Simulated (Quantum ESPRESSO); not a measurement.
CeO2, 3 atoms in the cell. The structure is cubic, space group Fm-3m (No. 225). Conventional cell: a = 5.407 Å, b = 5.407 Å, c = 5.407 Å, α = 90.00°, β = 90.00°, γ = 90.00°. Ce (site symmetry m-3m) has 8 O at 2.34 Å as nearest neighbours. O (site symmetry -43m) is surrounded by 4 Ce at 2.34 Å. 

* Program: Quantum ESPRESSO 7.5
* Task: single point
* Functional: PBEsol
* Potentials or basis: SSSP 1.3 efficiency PBE
* Cutoff: 748 eV
* Density cutoff: 5987 eV
* k mesh: 9 × 9 × 9
* Occupations: fermi-dirac, width 0.05 eV
* Spin: collinear spin, ferromagnetic start
* Starting moments: [1.0, 0.0, 0.0] μB
* Mixing beta: 0.3
* Most SCF iterations: 120
* SCF threshold: 6e-10 Ry

Potentials or basis: SSSP 1.3 efficiency PBE.

Run with:

```sh
$ OMP_NUM_THREADS=1 mpirun -n 2 pw.x -nk 2 -in pw.in > pw.out
$ OMP_NUM_THREADS=1 mpirun -n 1 pp.x -in pp_density.in > pp_density.out
$ OMP_NUM_THREADS=1 mpirun -n 1 pp.x -in pp_potential.in > pp_potential.out
$ OMP_NUM_THREADS=1 mpirun -n 1 pp.x -in pp_spin.in > pp_spin.out
```

Hardware: 2 MPI ranks on Arm Neoverse V1 (shared host).

Question: How long does it take, and how much memory?

Answer: Wall time 98 s on 2 MPI ranks on Arm Neoverse V1, on a shared host, peak memory 0.58 GiB a rank. Counts: scf iterations 17, k pools 2, bands 22, k points 35, g dense 41559.
